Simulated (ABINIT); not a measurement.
# A GW chain in ABINIT: GaAs (F-43m)

Aim: the G0W0 gap of GaAs (F-43m) on PBE, step by step.

Calculated with ABINIT 10.8.3; PBE and many-body steps on it, plane waves.

**What was measured.**

- Gap 1.51 eV: band-edge emission energy from PL (direct gap at Gamma); photoluminescence, 633 nm excitation; 77 K; bulk crystal (MBE GaAs matrix around a thin InAs wetting layer on semi-insulating GaAs (100)) (“Photoluminescence of InAs/GaAs quantum dots under direct two-photon excitation”, 2020, pmc:7331710).

- Gap 1.418 ± 0.005 eV: direct gap E0 at Gamma from PR; modulated photoreflectance, low-field lineshape fit; 300 K; bulk crystal (semi-insulating GaAs(001) reference substrate) (“Evidence of valence band perturbations in GaAsN/GaAs(001): A combined variable-angle spectroscopic ellipsometry and modulated photoreflectance investigation”, 2008, arxiv:0805.2212).

- Gap 1.412 ± 0.01 eV: direct gap E0 at Gamma from ellipsometry; variable-angle spectroscopic ellipsometry, parametric critical-point fit; 300 K; bulk crystal (semi-insulating GaAs(001) reference substrate with native oxide) (“Evidence of valence band perturbations in GaAsN/GaAs(001): A combined variable-angle spectroscopic ellipsometry and modulated photoreflectance investigation”, 2008, arxiv:0805.2212).

- Gap 1.42 eV: fundamental direct gap E0 at Gamma, seen as sharp points in Psi and Delta; spectroscopic ellipsometry; 300 K; bulk crystal (semi-insulating GaAs (100) substrate) (“Ellipsometric study of the Electronic Structure of GaMnAs and LT-GaAs”, 2004, arxiv:cond-mat/0404304).

### 1. The starting structure

It takes space group F-43m (No. 216, cubic). Conventional cell: a = 5.654 Å, b = 5.654 Å, c = 5.654 Å, α = 90.00°, β = 90.00°, γ = 90.00°. Nearest to Ga lie 4 As at 2.45 Å. Nearest to As lie 4 Ga at 2.45 Å. Farther neighbours are not listed.

The cell and positions come from the Crystallography Open Database and are kept as given unless a step says otherwise.

### 2. Ground state

This step: ABINIT 10.8.3; DFT, PBE, plane waves, norm-conserving pseudopotentials.

The ground-state density comes first.

run.abi

```
acell 3*1.0 Angstrom
rprim 
  0.000000000000 2.826850000000 2.826850000000
  2.826850000000 0.000000000000 2.826850000000
  2.826850000000 2.826850000000 -0.000000000000
ntypat 2
znucl 31 33
natom 2
typat 1 2
xred 
  0.000000000000 0.000000000000 0.000000000000
  0.250000000000 0.250000000000 0.250000000000
pp_dirpath "pseudos"
pseudos "Ga.upf, As.upf"
ecut 45
ngkpt 6 6 6
nshiftk 1
shiftk 0 0 0
kptopt 1
chksymbreak 0
nband 27
occopt 1
tolvrs 1e-10
nstep 60
prtwf 0
optforces 0
optstress 0
indata_prefix "in"
outdata_prefix "out"
tmpdata_prefix "tmp"
```

Launch:

```
OMP_NUM_THREADS=1 mpirun -n 4 abinit run.abi > log
```

Numbers of over 12 decimals in the logs are rounded to 6 here.

The log of the run:

```text
.Version 10.8.3 of ABINIT. v10.8.2 released Aug 2026.

 Symmetries : space group F-4 3 m (#216); Bravais cF (face-center cubic)
================================================================================
 Values of the parameters that define the memory need of the present run
     intxc =       0    ionmov =       0      iscf =       7    lmnmax =       6
     lnmax =       6     mgfft =      48  mpssoang =       3    mqgrid =    3001
     natom =       2  nloc_mem =       1    nspden =       1   nspinor =       1
    nsppol =       1      nsym =      24    n1xccc =    2501    ntypat =       2
    occopt =       1   xclevel =       2
-    mband =          27        mffmem =           1         mkmem =           4
       mpw =        4428          nfft =      110592          nkpt =          16
================================================================================
  Rough estimation (10% accuracy) of disk space for files :
================================================================================

--------------------------------------------------------------------------------
------------- Echo of variables that govern the present computation ------------
--------------------------------------------------------------------------------
 -outvars: echo values of preprocessed input variables --------
            acell      1.8897261259E+00  1.8897261259E+00  1.8897261259E+00 Bohr

      chksymbreak           0
             ecut      4.50000000E+01 Hartree
-          fftalg         312

              ixc     -101130
              kpt      0.00000000E+00  0.00000000E+00  0.00000000E+00
                       1.66666667E-01  0.00000000E+00  0.00000000E+00
                       3.33333333E-01  0.00000000E+00  0.00000000E+00
                       5.00000000E-01  0.00000000E+00  0.00000000E+00
                       1.66666667E-01  1.66666667E-01  0.00000000E+00
                       3.33333333E-01  1.66666667E-01  0.00000000E+00
                       5.00000000E-01  1.66666667E-01  0.00000000E+00
                      -3.33333333E-01  1.66666667E-01  0.00000000E+00
                      -1.66666667E-01  1.66666667E-01  0.00000000E+00
   [... 5 further rows ...]
                      -3.33333333E-01  3.33333333E-01  1.66666667E-01
                      -3.33333333E-01  5.00000000E-01  1.66666667E-01
         kptrlatt        6    0    0      0    6    0      0    0    6
          kptrlen      4.53281381E+01
P           mkmem           4
            natom           2
            nband          27
            ngfft          48      48      48
             nkpt          16
            nstep          60
             nsym          24
           ntypat           2
              occ      2.000000  2.000000  2.000000  2.000000  2.000000  2.000000
                       2.000000  2.000000  2.000000  2.000000  2.000000  2.000000
                       2.000000  2.000000  2.000000  2.000000  2.000000  2.000000
                       2.000000  2.000000  2.000000  2.000000  0.000000  0.000000
[...]
optforces           0
        optstress           0
            prtwf           0
            rprim      0.0000000000E+00  2.8268500000E+00  2.8268500000E+00
[...]
spgroup         216

           tolvrs      1.00000000E-10

             xred      0.0000000000E+00  0.0000000000E+00  0.0000000000E+00
[...]
znucl       31.00000   33.00000

================================================================================

 chkinp: Checking input parameters for consistency.

================================================================================
== DATASET  1 ==================================================================
-   mpi_nproc: 4, omp_nthreads: 1 (-1 if OMP is not activated)

--- !DatasetInfo
iteration_state: {dtset: 1, }
dimensions: {natom: 2, nkpt: 16, mband: 27, nsppol: 1, nspinor: 1, nspden: 1, mpw: 4428, }
cutoff_energies: {ecut:  45.0, pawecutdg:  -1.0, }
electrons: {nelect:   4.40000000E+01, charge:   0.00000000E+00, occopt:   1.00000000E+00, tsmear:   1.00000000E-02, }

 Real(R)+Recip(G) space primitive vectors, cartesian coordinates (Bohr,Bohr^-1):
 R(1)=  0.0000000  5.3419723  5.3419723  G(1)= -0.0935984  0.0935984  0.0935984
 R(2)=  5.3419723  0.0000000  5.3419723  G(2)=  0.0935984 -0.0935984  0.0935984
 R(3)=  5.3419723  5.3419723  0.0000000  G(3)=  0.0935984  0.0935984 -0.0935984
 Unit cell volume ucvol=  3.0488418E+02 bohr^3
 Angles (23,13,12)=  6.00000000E+01  6.00000000E+01  6.00000000E+01 degrees

 getcut: wavevector=  0.0000  0.0000  0.0000  ngfft=  48  48  48
         ecut(hartree)=     45.000   => boxcut(ratio)=   2.10404

--- Pseudopotential description ------------------------------------------------
- Ga Generated using ONCVPSP code by D. R. Hamann
- 31.00000  21.00000  171031                  znucl, zion, pspdat
12 -101130 2 -1 1902                          pspcod,pspxc,lmax,lloc,mmax
     nproj     2     2     2
  pspatm : epsatm=   21.85474337
         --- l  ekb(1:nproj) -->
[...]
pspatm: atomic psp has been read  and splines computed

- As Generated using ONCVPSP code by D. R. Hamann
- 33.00000  23.00000  171031                  znucl, zion, pspdat
12 -101130 2 -1 1358                          pspcod,pspxc,lmax,lloc,mmax
     nproj     2     2     2
  pspatm : epsatm=   24.77333152
         --- l  ekb(1:nproj) -->
[...]
pspatm: atomic psp has been read  and splines computed

   2.05163530E+03                                ecore*ucvol(ha*bohr**3)
--------------------------------------------------------------------------------

_setup2: Arith. and geom. avg. npw (full set) are    4396.153    4396.130

================================================================================

--- !BeginCycle
iteration_state: {dtset: 1, }
solver: {iscf: 7, nstep: 60, nline: 4, wfoptalg: 0, }
tolerances: {tolvrs: 1.00E-10, }

     iter   Etot(hartree)      deltaE(h)  residm     vres2
 ETOT  1  -551.03046146651    -5.510E+02 9.109E-01 1.435E+03
 ETOT  2  -553.19824534608    -2.168E+00 2.477E-02 2.566E+03
 ETOT  3  -553.54765832786    -3.494E-01 3.271E-02 3.191E+02
 ETOT  4  -553.56859560667    -2.094E-02 4.856E-03 1.481E+02
 ETOT  5  -553.58703702391    -1.844E-02 5.683E-04 1.915E+00
 ETOT  6  -553.58715212543    -1.151E-04 3.854E-05 6.968E-01
 ETOT  7  -553.58724571705    -9.359E-05 3.828E-06 9.701E-03
 ETOT  8  -553.58724688351    -1.166E-06 1.260E-06 5.277E-04
 ETOT  9  -553.58724687676     6.751E-09 8.972E-07 5.197E-04
 ETOT 10  -553.58724695068    -7.392E-08 3.128E-07 1.448E-07
 ETOT 11  -553.58724695072    -4.229E-11 3.029E-07 5.961E-09
 ETOT 12  -553.58724695070     1.899E-11 1.090E-07 4.989E-10
 ETOT 13  -553.58724695071    -9.663E-12 1.174E-07 1.973E-11

 At SCF step   13       vres2   =  1.97E-11 < tolvrs=  1.00E-10 =>converged.

--- !ResultsGS
iteration_state: {dtset: 1, }
comment   : Summary of ground state results
lattice_vectors:
- [  0.0000000,   5.3419723,   5.3419723, ]
- [  5.3419723,   0.0000000,   5.3419723, ]
- [  5.3419723,   5.3419723,  -0.0000000, ]
lattice_lengths: [   7.55469,    7.55469,    7.55469, ]
lattice_angles: [ 60.000,  60.000,  60.000, ] # degrees, (23, 13, 12)
lattice_volume:   3.0488418E+02
convergence: {deltae: -9.663E-12, res2:  1.973E-11, residm:  1.174E-07, diffor:  0.000E+00, }
etotal    :  -5.53587247E+02
entropy   :   0.00000000E+00
fermie    :   2.08235878E-01
cartesian_stress_tensor: null
pressure_GPa: null
xred      :
- [  0.0000E+00,   0.0000E+00,   0.0000E+00, Ga]
- [  2.5000E-01,   2.5000E-01,   2.5000E-01, As]
cartesian_forces: null
force_length_stats: {min: null, max: null, mean: null, }

 Integrated electronic density in atomic spheres:
 ------------------------------------------------
 Atom  Sphere_radius  Integrated_density
    1        2.00000         18.80846266
    2        2.00000         20.37373321
================================================================================

 ----iterations are completed or convergence reached----

 Mean square residual over all n,k,spin=   27.173E-11; max=  11.737E-08
 reduced coordinates (array xred) for    2 atoms
       0.000000000000      0.000000000000      0.000000000000
       0.250000000000      0.250000000000      0.250000000000
 rms dE/dt=  0.0000E+00; max dE/dt=  0.0000E+00; dE/dt below (all hartree)
    1       0.000000000000      0.000000000000      0.000000000000
    2       0.000000000000      0.000000000000      0.000000000000

 cartesian coordinates (angstrom) at end:
    1      0.000000     0.000000     0.000000
    2      1.413425     1.413425     1.413425
 length scales=  1.889726125908  1.889726125908  1.889726125908 bohr
              =  1.000000000000  1.000000000000  1.000000000000 angstroms
 prteigrs : about to open file out_EIG
 Fermi (or HOMO) energy (hartree) =   0.20824   Average Vxc (hartree)=  -0.36654
 Eigenvalues (hartree) for nkpt=  16  k points:
 kpt#   1, nband= 27, wtk=  0.00463, kpt=  0.0000  0.0000  0.0000 (reduced coord)
  -6.58411   -5.07879   -4.50242   -4.50242   -4.50242   -3.26559   -3.26559   -3.26559
  -1.08415   -1.08415   -1.08415   -1.08382   -1.08382   -0.33685   -0.33685   -0.33685
  -0.33402   -0.33402   -0.25960    0.20824    0.20824    0.20824    0.22690    0.34556
   0.34556    0.34556    0.48736
 prteigrs : prtvol=0 or 1, do not print more k-points.

--- !EnergyTerms
iteration_state     : {dtset: 1, }
comment             : Components of total free energy in Hartree
kinetic             :  2.56579599922981E+02
hartree             :  2.39359398107684E+02
xc                  : -5.35166848518870E+01
Ewald energy        : -2.44384754666974E+02
psp_core            :  6.72922843284988E+00
local_psp           : -6.21711725125364E+02
non_local_psp       : -1.36642308770002E+02
total_energy        : -5.53587246950713E+02
total_energy_eV     : -1.50638763976251E+04
band_energy         : -8.40153441810219E+01

== END DATASET(S) ==============================================================
================================================================================

 -outvars: echo values of variables after computation  --------
           etotal     -5.5358724695E+02
            nband          27
             nkpt          16
          spgroup         216
 [... the other variables as echoed above ...]

 Calculation completed.
```

The job ended after 23 s (4 MPI ranks of Intel Xeon Platinum 8488C (Sapphire Rapids), shared host; peak memory 0.39 GiB).

This step gave:

* total energy: -15063.8764 eV
* gap: 0.5078 eV
* k of the valence top: 0, 0, 0
* k of the conduction bottom: 0, 0, 0
* least direct gap: 0.5078 eV

The gap is direct, at Γ.

[end of part 1 of 3]

[Paths, hosts, dates, memory and timing lines, banners, echoed tables and standing remarks are left out of the program output.]

[Logs are printed without paths, hosts, clocks, repeated set-up lines and the standing remarks that a program may print on its own settings, such as how far it seeks lower states.]

[Runs of the session that timed out or met a known fault of the program may be left out.]

[Hosts, paths, dates, database ids (printed as entryN), source tags and the programs' standing remarks are cut or masked in the printed files.]

[G0W0 gaps are taken among the corrected bands and points alone; a level outside them can change the order at an edge.]

[Where Ansatz stands beside ABINIT at settings called matched, ABINIT's density can come from a denser mesh and the files from another edition; pairs whose starting gaps differed by over 0.03 eV were left out, so agreement reads better than it is.]
